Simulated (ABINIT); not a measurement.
# Al2Cu (P4/mmm) in ABINIT: optical spectrum with LDA

Aim: the optical spectrum of Al2Cu with LDA.

Program: ABINIT 10.8.3 (patched build). These are calculated values, not measurements. Logs are shortened: lines on timing, memory, paths and dates and some standing lists are left out, and cuts for length are marked. The log counts tension as positive stress, the text compression.

## (1) Starting point

It takes space group P4/mmm (No. 123, tetragonal). Conventional cell: a = 4.105 Å, b = 4.105 Å, c = 2.891 Å, α = 90.00°, β = 90.00°, γ = 90.00°. Cu (site symmetry 4/mmm) is surrounded by 8 Al at 2.51 Å. Al (site symmetry mmm) has 4 Cu at 2.51 Å as nearest neighbours.

The cell comes from a database or a generator and needn't be the stable form of this composition.

## (2) Optical spectrum, LDA

run.abi reads:

```
ndtset 3

pp_dirpath "./"
pseudos "Cu.upf, Al.upf"

acell 4.105182 4.105182 2.891313 Angstrom
rprim
     1.0000000000     0.0000000000     0.0000000000
     0.0000000000     1.0000000000     0.0000000000
     0.0000000000     0.0000000000     1.0000000000
ntypat 2
znucl 29 13
natom 3
typat 1 2 2
xred
            0.0            0.0            0.0
            0.0            1/2            1/2
            1/2            0.0            1/2

ecut 46.0

ngkpt 12 12 16
nshiftk 1
shiftk 0.5 0.5 0.5
istwfk *1

ixc 7

occopt 3
tsmear 0.1 eV

nstep 80

iomode 3
prteig 0
prtebands 0

nband1 17
tolvrs1 1.0e-12
prtden1 1
prtwf1 0
kptopt1 1

iscf2 -3
getden2 1
nband2 24
nbdbuf2 4
tolwfr2 1.0e-12
nstep2 120
prtden2 0
kptopt2 1

optdriver3 8
wfk_task3 "wfk_optics_fullbz"
getwfk3 2
nband3 20
kptopt3 1
prtevk3 1
inclvkb3 2
```

optic.abi reads:

```
&FILES
 ddkfile_1 = 'runo_DS3_1_EVK.nc',
 ddkfile_2 = 'runo_DS3_2_EVK.nc',
 ddkfile_3 = 'runo_DS3_3_EVK.nc',
 wfkfile = 'runo_DS3_WFK.nc'
/
&PARAMETERS
 broadening = 0.007350,
 domega = 0.002,
 maxomega = 0.8,
 scissor = 0.000000,
 tolerance = 0.002
/
&COMPUTATIONS
 num_lin_comp = 2,
 lin_comp = 11,33,
 num_nonlin_comp = 0
/
```

Potentials or basis: PseudoDojo NC SR LDA v0.4.1 standard.

The run is started by

```
$ mpirun --bind-to none -np 4 abinit run.abi > log 2>&1
$ optic optic.abi > optic.log 2>&1
```

run.abo:

```text
.Version 10.8.3 of ABINIT
 DATASET    1 : space group P4/m m m (#123); Bravais tP (primitive tetrag.)
================================================================================
 Values of the parameters that define the memory need for DATASET  1.
     intxc =       0    ionmov =       0      iscf =       7    lmnmax =       6
     lnmax =       6     mgfft =      48  mpssoang =       3    mqgrid =    3001
     natom =       3  nloc_mem =       1    nspden =       1   nspinor =       1
    nsppol =       1      nsym =      16    n1xccc =    2501    ntypat =       2
    occopt =       3   xclevel =       1
       mpw =        4937          nfft =       82944          nkpt =         168
================================================================================
================================================================================
[... 13 lines left out ...]
 DATASET    3 : space group P4/m m m (#123); Bravais tP (primitive tetrag.)
================================================================================
 Values of the parameters that define the memory need for DATASET  3.
     intxc =       0    ionmov =       0      iscf =       7    lmnmax =       6
     lnmax =       6     mgfft =      48  mpssoang =       3    mqgrid =    3001
     natom =       3  nloc_mem =       1    nspden =       1   nspinor =       1
    nsppol =       1      nsym =      16    n1xccc =    2501    ntypat =       2
    occopt =       3   xclevel =       1
       mpw =        4937          nfft =       82944          nkpt =         168
================================================================================
================================================================================

--------------------------------------------------------------------------------
------------- Echo of variables that govern the present computation ------------
--------------------------------------------------------------------------------
 -outvars: echo values of preprocessed input variables --------
            acell      7.7576696770E+00  7.7576696770E+00  5.4637897143E+00 Bohr
              amu      6.35460000E+01  2.69815390E+01
             ecut      4.60000000E+01 Hartree
           getden1          0
           getden2          1
           getden3          0
           getwfk1          0
           getwfk2          0
           getwfk3          2
             iscf1          7
             iscf2         -3
             iscf3          7
              ixc           7
           jdtset        1    2    3
                       outvar_i_n : Printing only first  50 k-points.
         kptrlatt       12    0    0      0   12    0      0    0   16
          kptrlen      8.74206354E+01
            natom           3
            nband1         17
            nband2         24
            nband3         20
           nbdbuf1          0
           nbdbuf2          4
           nbdbuf3          0
           ndtset           3
            ngfft          48      48      36
             nkpt         168
            nstep1         80
            nstep2        120
            nstep3         80
             nsym          16
           ntypat           2
                       prtocc : prtvol=0, do not print more k-points.
                       prtocc : prtvol=0, do not print more k-points.
                       prtocc : prtvol=0, do not print more k-points.
           occopt           3
        optdriver1          0
        optdriver2          0
        optdriver3          8
           prtden1          1
           prtden2          0
           prtden3          1
        prtebands           0
           prteig           0
           prtevk1          0
           prtevk2          0
           prtevk3          1
            prtwf1          0
            prtwf2          1
            prtwf3          1
           shiftk      5.00000000E-01  5.00000000E-01  5.00000000E-01
          spgroup         123
           tolvrs1     1.00000000E-12
           tolvrs2     0.00000000E+00
           tolvrs3     0.00000000E+00
           tolwfr1     0.00000000E+00
           tolwfr2     1.00000000E-12
           tolwfr3     0.00000000E+00
           tsmear      3.67493222E-03 Hartree
            typat      1  2  2
         wfk_task1          0
         wfk_task2          0
         wfk_task3          7
                       outvars : Printing only first  50 k-points.
           xangst      0.0000000000E+00  0.0000000000E+00  0.0000000000E+00
                       0.0000000000E+00  2.0525910000E+00  1.4456565000E+00
                       2.0525910000E+00  0.0000000000E+00  1.4456565000E+00
            xcart      0.0000000000E+00  0.0000000000E+00  0.0000000000E+00
[... 240 lines left out ...]
 -3.8914E+00 -2.3425E+00 -2.3425E+00 -2.3417E+00 -1.1641E-01  7.0049E-02
  9.0703E-02  1.1507E-01  1.2104E-01  1.2104E-01  1.7872E-01  1.7977E-01
  2.7294E-01  3.0832E-01  4.6451E-01  4.7461E-01  4.9456E-01  5.4210E-01
  5.6089E-01  7.0332E-01  7.2802E-01  7.7705E-01  7.8662E-01  8.3679E-01
 prteigrs : prtvol=0 or 1, do not print more k-points.

--- !ResultsGS
iteration_state: {dtset: 2, }
comment   : Summary of ground state results
lattice_vectors:
- [  7.7576697,   0.0000000,   0.0000000, ]
- [  0.0000000,   7.7576697,   0.0000000, ]
- [  0.0000000,   0.0000000,   5.4637897, ]
lattice_lengths: [   7.75767,    7.75767,    5.46379, ]
lattice_angles: [ 90.000,  90.000,  90.000, ] # degrees, (23, 13, 12)
lattice_volume:   3.2881873E+02
convergence: {deltae:  0.000E+00, res2:  0.000E+00, residm:  9.993E-13, diffor:  0.000E+00, }
etotal    :  -1.94194036E+02
entropy   :   0.00000000E+00
fermie    :   2.67583986E-01
cartesian_stress_tensor: null
pressure_GPa: null
xred      :
- [  0.0000E+00,   0.0000E+00,   0.0000E+00, Cu]
- [  0.0000E+00,   5.0000E-01,   5.0000E-01, Al]
- [  5.0000E-01,   0.0000E+00,   5.0000E-01, Al]
cartesian_forces: null
force_length_stats: {min: null, max: null, mean: null, }
...

 Integrated electronic density in atomic spheres:
 ------------------------------------------------
 Atom  Sphere_radius  Integrated_density
    1        2.00000         17.42099112
    2        2.00000          0.89575436
    3        2.00000          0.89575436
================================================================================

 ----iterations are completed or convergence reached----

 Mean square residual over all n,k,spin=   51.327E-14; max=  99.931E-14
 reduced coordinates (array xred) for    3 atoms
       0.000000000000      0.000000000000      0.000000000000
       0.000000000000      0.500000000000      0.500000000000
       0.500000000000      0.000000000000      0.500000000000

 cartesian coordinates (angstrom) at end:
    1      0.00000000000000     0.00000000000000     0.00000000000000
    2      0.00000000000000     2.05259100000000     1.44565650000000
    3      2.05259100000000     0.00000000000000     1.44565650000000
 length scales=  7.757669677006  7.757669677006  5.463789714277 bohr
              =  4.105182000000  4.105182000000  2.891313000000 angstroms
 Eigenvalues (hartree) for nkpt= 168  k points:
 kpt#   1, nband= 24, wtk=  0.00347, kpt=  0.0417  0.0417  0.0313 (reduced coord)
  -3.89137   -2.34249   -2.34249   -2.34166   -0.11641    0.07005    0.09070    0.11507
   0.12104    0.12104    0.17872    0.17977    0.27294    0.30832    0.46451    0.47461
   0.49456    0.54210    0.56089    0.70332    0.72802    0.77705    0.78662    0.83679
      occupation numbers for kpt#   1
   2.00000    2.00000    2.00000    2.00000    2.00000    2.00000    2.00000    2.00000
   2.00000    2.00000    2.00000    2.00000    0.37796    0.00003    0.00000    0.00000
   0.00000    0.00000    0.00000    0.00000    0.00000    0.00000    0.00000    0.00000
 prteigrs : prtvol=0 or 1, do not print more k-points.

--- !EnergyTerms
iteration_state     : {dtset: 2, }
comment             : Components of total free energy in Hartree
kinetic             :  8.82951614857522E+01
hartree             :  9.27202810524774E+01
xc                  : -2.52247017471101E+01
Ewald energy        : -8.40633473508222E+01
psp_core            :  1.74160558165441E+00
local_psp           : -2.35071482226073E+02
non_local_psp       : -3.25904668819873E+01
internal            : -1.94192950086108E+02
'-kT*entropy'       : -1.08693330335207E-03
total_energy        : -1.94194037019412E+02
...

--- !EnergyTermsDC
iteration_state     : {dtset: 2, }
comment             : '"Double-counting" decomposition of free energy'
band_energy         : -2.00116838613621E+01
Ewald energy        : -8.40633473508222E+01
psp_core            :  1.74160558165441E+00
xc_dc               : -9.18595239215797E+01
internal            : -1.94192949552110E+02
'-kT*entropy'       : -1.08693330335207E-03
total_energy_dc     : -1.94194036485413E+02
...

================================================================================
== DATASET  3 ==================================================================

--- !DatasetInfo
iteration_state: {dtset: 3, }
dimensions: {natom: 3, nkpt: 168, mband: 20, nsppol: 1, nspinor: 1, nspden: 1, mpw: 4937, }
cutoff_energies: {ecut:  46.0, pawecutdg:  -1.0, }
electrons: {nelect:   2.50000000E+01, charge:   0.00000000E+00, occopt:   3.00000000E+00, tsmear:   3.67493222E-03, }
meta: {optdriver: 8, wfk_task: 7, }
...

 mkfilename : getwfk/=0, take file _WFK from output of DATASET   2.

 Exchange-correlation functional for the present dataset will be:
  LDA: Perdew-Wang 92 LSD fit to Ceperley-Alder data - ixc=7
  J.P.Perdew and Y.Wang, PRB 45, 13244 (1992)

--------------------------------------------------------------------------------

 Computation of velocity matrix elements (DDK)

 Parameters extracted from the Abinit header:
    ecut:     46.0
    nkpt:    2304
    mband:   24
    nsppol:  1
    nspinor: 1
    useylm:  0
    inclvkb: 2
    bmin: 1, bmax: 24
    Computing diagonal and off-diagonal matrix elements
    Between band index bmin: 1, bmax: 24

== END DATASET(S) ==============================================================
================================================================================

 -outvars: echo values of variables after computation  --------
            acell      7.7576696770E+00  7.7576696770E+00  5.4637897143E+00 Bohr
           etotal1    -1.9419403649E+02
           etotal2    -1.9419403649E+02
           etotal3     0.0000000000E+00
            fcart1    -0.0000000000E+00 -0.0000000000E+00 -0.0000000000E+00
                      -0.0000000000E+00 -0.0000000000E+00 -0.0000000000E+00
                      -0.0000000000E+00 -0.0000000000E+00 -0.0000000000E+00
            fcart3     0.0000000000E+00  0.0000000000E+00  0.0000000000E+00
                       0.0000000000E+00  0.0000000000E+00  0.0000000000E+00
                       0.0000000000E+00  0.0000000000E+00  0.0000000000E+00
           strten1     1.7509683526E-04  1.7509683526E-04  2.0115922851E-04
                       0.0000000000E+00  0.0000000000E+00  0.0000000000E+00
           strten3     0.0000000000E+00  0.0000000000E+00  0.0000000000E+00
                       0.0000000000E+00  0.0000000000E+00  0.0000000000E+00
           xangst      0.0000000000E+00  0.0000000000E+00  0.0000000000E+00
                       0.0000000000E+00  2.0525910000E+00  1.4456565000E+00
                       2.0525910000E+00  0.0000000000E+00  1.4456565000E+00
             xred      0.0000000000E+00  0.0000000000E+00  0.0000000000E+00
                       0.0000000000E+00  5.0000000000E-01  5.0000000000E-01
                       5.0000000000E-01  0.0000000000E+00  5.0000000000E-01
 Calculation completed.
```

Run time: 6.6 min. Hardware: 4 MPI ranks of Arm Neoverse V1, shared host; peak memory 5.5 GiB.

Results:

| Quantity | Value |
| --- | --- |
| Free energy | -5284.2889 eV |
| Pressure | -5.4 GPa |

Stress tensor (GPa, compression positive):
```
-5.15  0.00  0.00
 0.00 -5.15  0.00
 0.00  0.00 -5.92
```

Dielectric function (mean over the directions given):
```
energy (eV)  real part  imaginary part
       0.33      35.02           27.24
       0.98      26.80           29.18
       1.63       4.01           21.44
       2.29      -0.92           19.95
       2.94      -7.93           11.45
       3.70      -4.36            5.20
       4.35      -2.05            4.46
       5.01      -2.31            4.08
       5.66      -1.90            3.07
       6.31      -1.48            2.44
       7.08      -1.22            1.98
       7.73      -0.95            1.56
       8.38      -0.66            1.43
       9.03      -0.62            1.36
       9.69      -0.53            1.12
      10.45      -0.39            0.89
      11.10      -0.28            0.83
      11.76      -0.18            0.67
      12.41      -0.10            0.60
      13.06      -0.01            0.53
      13.82       0.07            0.47
      14.48       0.11            0.41
      15.13       0.17            0.35
      15.78       0.23            0.32
      16.44       0.27            0.30
      17.20       0.30            0.27
      17.85       0.31            0.24
      18.50       0.32            0.20
      19.16       0.35            0.15
      19.92       0.39            0.08
```

Caveat: the intraband (Drude) term is left out; spectra need much finer meshes, so this one isn't converged; independent-particle spectra lack excitons.
